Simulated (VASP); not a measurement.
# Pb: restarted molecular dynamics, 2 variants

Pb, P4_2/mbc (no. 135), 12 atoms in the cell. PBE, molecular dynamics; PAW potentials Pb (PBE set).

| Restart from | Temperature at the end (K) | The same without a restart (K) | Potential energy at the end (eV/atom) | The same without a restart (eV/atom) | Electronic steps in the first step after the restart | Time (s) |
|---|---|---|---|---|---|---|
| CONTCAR with velocities, WAVECAR read | 587.0 | 587.0 | -3.38725 | -3.38725 | 4 | 410 |
| CONTCAR with velocities, no WAVECAR | 587.0 | 587.0 | -3.38725 | -3.38725 | 15 | 378 |

Limits: 240 fs of 12 atoms are too short for converged averages.

## Input of the first row

INCAR.step1:
```
  ALGO = Fast
  EDIFF = 1E-6
  ENCUT = 200
  GGA = PE
  IBRION = 0
  ISIF = 2
  ISMEAR = -1
  ISYM = 0
  KPAR = 2
  LASPH = True
  LCHARG = False
  LREAL = Auto
  LWAVE = True
  MDALGO = 2
  NELM = 60
  NELMIN = 4
  NSW = 30
  POTIM = 4.0
  PREC = Normal
  RANDOM_SEED = 992551 0 0
  SIGMA = 0.05
  SMASS = 0
  TEBEG = 1000
```

INCAR.step2, as INCAR.step1 but for:
```
- LWAVE = True
+ LWAVE = False
```

KPOINTS:
```
k-points
0
Monkhorst-Pack
  2 2 2
```

POSCAR.step1:
```
Pb
1.0
    7.2732670000      0.0000000000      0.0000000000
    0.0000000000      7.2732670000      0.0000000000
    0.0000000000      0.0000000000      7.6910920000
Pb
12
Direct
    0.5000000000      0.0000000000      0.2500000000
    0.0000000000      0.5000000000      0.2500000000
    0.5000000000      0.0000000000      0.7500000000
    0.0000000000      0.5000000000      0.7500000000
    0.1574360000      0.1588440000      0.0000000000
    0.3425640000      0.6588440000      0.0000000000
    0.8425640000      0.8411560000      0.0000000000
    0.6574360000      0.3411560000      0.0000000000
    0.8411560000      0.1574360000      0.5000000000
    0.6588440000      0.6574360000      0.5000000000
    0.1588440000      0.8425640000      0.5000000000
    0.3411560000      0.3425640000      0.5000000000
```

Commands (each step's output is kept before the next begins):
```
cat potpaw_PBE.64/Pb/POTCAR > POTCAR
cp INCAR.step1 INCAR
cp POSCAR.step1 POSCAR
mpirun -np 2 vasp_std > vasp.out
cp CONTCAR POSCAR
cp INCAR.step2 INCAR
mpirun -np 2 vasp_std > vasp.out
```

Changes of the last row against the first:
```
(step 1)
- LWAVE = True
+ LWAVE = False
```

VASP 6.6.1 took 410 s on 2 cores (Intel Xeon Platinum 8259CL @ 2.50GHz (Skylake/Cascade Lake)), a shared host.
